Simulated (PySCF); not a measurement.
Compound: C4H9NO.
SMILES with atom numbers: `[CH2:1]1[CH2:2][O:3][CH2:4][CH2:5][NH:6]1` (hydrogens: H7, H8 on C1; H9, H10 on C2; H11, H12 on C4; H13, H14 on C5; H15 on N6)

The same species was optimised twice, with GFN2-xTB and with PBE0-D3(BJ)/def2-SVP (PySCF), and the same property calculations (PySCF, gas phase) were run on both structures.

```tsv
coordinate	GFN2-xTB	PBE0-D3(BJ)/def2-SVP	change
C4–C5 (Å)	1.534	1.523	-0.011
C1–C2 (Å)	1.534	1.523	-0.011
O3–C4 (Å)	1.412	1.405	-0.007
C2–O3 (Å)	1.412	1.405	-0.007
C1–N6 (Å)	1.455	1.452	-0.003
C5–N6 (Å)	1.455	1.452	-0.003
C1–N6–C5 (°)	109.7	110.8	+1.1
C2–O3–C4 (°)	111.3	112.2	+0.9
C2–C1–N6 (°)	111.8	112.7	+0.9
C4–C5–N6 (°)	111.8	112.5	+0.7
C1–C2–O3 (°)	111.2	111.1	-0.1
O3–C4–C5 (°)	111.2	111.1	-0.1
```

Rotational constants: A = 4961, B = 4601, C = 2708 MHz (GFN2-xTB) against A = 4932, B = 4648, C = 2706 MHz (PBE0-D3(BJ)/def2-SVP). Point groups within 0.08 Å: Cs and Cs.

On the GFN2-xTB structure: HOMO (eV) -6.12 [PBE0/pcSseg-1]; LUMO (eV) 1.42 [PBE0/pcSseg-1]; dipole (D) 1.19 [PBE0/pcSseg-1]; GIAO shielding of C1/C5 (mean) (ppm) 135.5 [PBE0/pcSseg-1]; GIAO shielding of C2/C4 (mean) (ppm) 113.4 [PBE0/pcSseg-1]; GIAO shielding of O3 (ppm) 286.2 [PBE0/pcSseg-1]; GIAO shielding of N6 (ppm) 215.7 [PBE0/pcSseg-1].

What do these properties become on the PBE0-D3(BJ)/def2-SVP structure?

```
                                    property          level  on GFN2-xTB  on PBE0-D3(BJ)/def2-SVP  change
                                   HOMO (eV)  PBE0/pcSseg-1        -6.12                    -6.15   -0.03
                                   LUMO (eV)  PBE0/pcSseg-1         1.42                     1.39   -0.03
                                  dipole (D)  PBE0/pcSseg-1         1.19                     1.25   +0.06
energy, GFN2-xTB geometry as zero (kcal/mol)  PBE0/pcSseg-1          0.0                     -0.3    -0.3
        GIAO shielding of C1/C5 (mean) (ppm)  PBE0/pcSseg-1        135.5                    136.0    +0.5
        GIAO shielding of C2/C4 (mean) (ppm)  PBE0/pcSseg-1        113.4                    113.9    +0.5
                  GIAO shielding of O3 (ppm)  PBE0/pcSseg-1        286.2                    289.4    +3.2
                  GIAO shielding of N6 (ppm)  PBE0/pcSseg-1        215.7                    218.9    +3.2
```

The heavy atoms differ by 0.015 Å rms after alignment. Among bonds between heavy atoms C1–C2 and C4–C5 change most and about equally (-0.011 Å). Changes are differences of the printed values. Neither structure is proved a minimum here.
